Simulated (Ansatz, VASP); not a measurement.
## Two plane-wave programs on AlN

```
CELL_PARAMETERS angstrom
0.05253 1.97426 1.97426
1.97426 0.05253 1.97426
1.97426 1.97426 0.05253
ATOMIC_POSITIONS crystal
Al 0.50000 0.50000 0.50000
N 0.00000 0.00000 0.00000
```

Alike in both runs: task single point; functional PBEsol; k mesh 10 × 10 × 10; occupations gaussian, width 0.05 eV; no spin polarisation.

|  | VASP | Ansatz |
| --- | --- | --- |
| version | VASP 6.6.1 | Ansatz 0.2.0 |
| potentials or method | VASP PAW PBE potentials, release 64 (Al, N) | scalar-relativistic, plane waves, PAW |
| plane-wave cutoff (eV) | 520 | 520 |
| valence electrons in the cell | 8 | 8 |

VASP gave:

| Item | Value |
| --- | --- |
| gap on the k mesh at the Fermi level (eV) | 4.48 |
| least direct gap on the mesh (eV) | 7.01 |

Q: What did Ansatz give for the same quantities?

A: gap on the k mesh at the Fermi level (eV): 4.48; least direct gap on the mesh (eV): 6.98.

Ansatz warned: «pseudo_functional_mismatch».

 A k mesh can miss the band edges.
